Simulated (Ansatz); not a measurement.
Take ZnTe in the zinc blende structure (space group F-43m, No. 216; a = 6.113 Å) as the base. Axes: x, y, z lie along the cube axes.

Calculations: r2SCAN in Ansatz (plane waves to 500 eV, PAW, no spin-orbit coupling).

Strains are applied to the cell and any free atomic positions relax.

One change was made to it. Results:

| quantity | base | after |
|---|---|---|
| band gap | 1.79 eV | 1.93 eV |
| energy relative to the base (free energy F) | 0 meV/atom | +20 meV/atom |
| pressure (mean of the normal stresses, compression positive) | 0.1 kbar | 31.1 kbar |

**Question.** Which change produced these results?
A. uniaxial strain ε_yy = −5.43 %
B. uniaxial strain ε_yy = +1.59 %
C. isotropic strain −1.97 %
D. tensor shear ε_yz = +1.95 %
E. strain tensor (xx, yy, zz, yz, xz, xy) = (−0.75, +0.06, −1.80, −1.10, +1.27, −0.49) %

**Answer.** A, uniaxial strain ε_yy = −5.43 %. For comparison, the band gap in the other runs: isotropic strain −1.97 % gives 2.10 eV; strain tensor (xx, yy, zz, yz, xz, xy) = (−0.75, +0.06, −1.80, −1.10, +1.27, −0.49) % gives 1.77 eV; tensor shear ε_yz = +1.95 % gives 1.64 eV; uniaxial strain ε_yy = +1.59 % gives 1.69 eV.

With Te present, leaving out spin-orbit coupling can change the band edges. No phonon test of stability was made.

Ansatz is a program for electronic structure.
